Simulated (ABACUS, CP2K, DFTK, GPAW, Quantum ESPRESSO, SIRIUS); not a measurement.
The bulk modulus of BP, sorted by core time

**What was measured.** The bulk modulus of BP (F-43m) is reported as 174 GPa at 300 K (arxiv:1901.06272). The runs below try to reproduce it.

Symmetry: F-43m, No. 216, cubic system. The conventional cell has a = 4.538 Å, b = 4.538 Å, c = 4.538 Å, α = 90.00°, β = 90.00°, γ = 90.00°. P (site symmetry -43m) is surrounded by 4 B at 1.97 Å. B (site symmetry -43m) has 4 P at 1.97 Å as nearest neighbours.

```csv
rung,level,program and potentials,cutoff (eV),k mesh,smearing,core time,chip,bulk modulus (GPa),miss,notes
GGA,PBEint,"GPAW, PAW data sets generated for this functional",800,10 × 10 × 10,fermi-dirac 0.05,36 s,AMD EPYC 9R45 Zen 5,167.0,-4.0 %,-
GGA,PBEsol,"ABACUS, PseudoDojo NC SR 0.4.1 PBEsol standard, plane waves",1034,10 × 10 × 10,fermi-dirac 0.05,49 s,AMD EPYC 9R45 Zen 5,168.8,-3.0 %,-
LDA,LDA,"GPAW, the program's PAW data sets (release 1.2.1) made for this functional",800,10 × 10 × 10,fermi-dirac 0.05,55 s,AMD EPYC 9R14 Zen 4,176.0,+1.1 %,-
LDA,LDA,"Quantum ESPRESSO, PseudoDojo 0.4.1 SR LDA standard",1034,10 × 10 × 10,fermi-dirac 0.05,66 s,Arm Neoverse V2,174.7,+0.4 %,-
GGA,PBE,"GPAW, SG15 ONCV 1.2",1100,10 × 10 × 10,fermi-dirac 0.05,67 s,AMD EPYC 9R14 Zen 4,160.2,-7.9 %,-
GGA,RPBE,"GPAW, the program's PAW data sets (release 1.2.1) made for this functional",800,10 × 10 × 10,fermi-dirac 0.05,74 s,Arm Neoverse V2,155.4,-10.7 %,-
non-local van der Waals functional,C09-vdW,"GPAW, GPAW PAW data sets (gpaw-data 1.2.1)",800,10 × 10 × 10,fermi-dirac 0.05,77 s,Intel Xeon Platinum 8488C Sapphire Rapids,167.2,-3.9 %,potentials made for PBE
GGA + dispersion,BLYP+D3(zero damping),"GPAW, PAW data sets generated for this functional",800,10 × 10 × 10,fermi-dirac 0.05,88 s,Arm Neoverse V1,155.9,-10.4 %,-
non-local van der Waals functional,optPBE-vdW,"GPAW, GPAW PAW data sets (gpaw-data 1.2.1)",800,10 × 10 × 10,fermi-dirac 0.05,1.7 min,Arm Neoverse V1,156.5,-10.1 %,potentials made for PBE
GGA,PBEsol,"SIRIUS, PseudoDojo 0.4.1 PBEsol standard (scalar relativistic)",1054,10 × 10 × 10,fermi-dirac 0.05,2.4 min,Arm Neoverse V1,168.8,-3.0 %,-
GGA,SOGGA,"GPAW, PAW data sets generated for this functional",800,10 × 10 × 10,fermi-dirac 0.05,2.5 min,Arm Neoverse N1,170.2,-2.2 %,-
meta-GGA,r2SCAN,"CP2K, POTENTIAL_UZH P GTH-SCAN-q5, B GTH-SCAN-q3; TZVP-MOLOPT-SCAN-GTH basis",-,10 × 10 × 10,fermi-dirac 0.05,7.2 min,Intel Xeon Platinum 8488C Sapphire Rapids,169.4,-2.6 %,atomic basis
GGA,PBE,"DFTK, PseudoDojo SR PBE 0.4.1 standard (PBE)",1034,10 × 10 × 10,fermi-dirac 0.05,7.5 min,Intel Xeon 6975P-C Granite Rapids,161.2,-7.4 %,-
GGA,PBEsol,"DFTK, PseudoDojo SR PBEsol 0.4.1 standard (PBEsol)",1034,10 × 10 × 10,fermi-dirac 0.05,8.5 min,Intel Xeon 6975P-C Granite Rapids,168.8,-3.0 %,-
GGA,PBEsol,"SIRIUS, all-electron FP-LAPW, apw+lo standard",-,10 × 10 × 10,fermi-dirac 0.05,8.9 min,Intel Xeon Skylake/Cascade Lake,169.4,-2.6 %,-
```

Times are single runs on shared hosts and different chips, so they are rough; meshes, cutoffs and the tasks' sizes weigh on the time. Task: equation of state. All rows: no spin polarisation. Smearing widths are in eV. The cell comes from a database and isn't always the measured one. Meshes are those of the run's cell of 2 atoms unless a note names another. Misses use the values as printed. Runs on faulty files, with rough fits or with known faults for this quantity aren't shown. No row holds spin-orbit coupling.

By rung: LDA 174.7 to 176.0; GGA 155.4 to 170.2; GGA + dispersion 155.9; non-local van der Waals functional 156.5 to 167.2; meta-GGA in atomic bases 169.4 (GPa). Measured: 174 GPa at 300 K (arxiv:1901.06272). Closest, coarse meshes and atomic bases left aside, is LDA with Quantum ESPRESSO, PseudoDojo 0.4.1 SR LDA standard (+0.4 %), and PBE misses by -7.9 % to -7.4 % on plain settings. The runs are for a static lattice, while measurements hold temperature and zero-point motion.
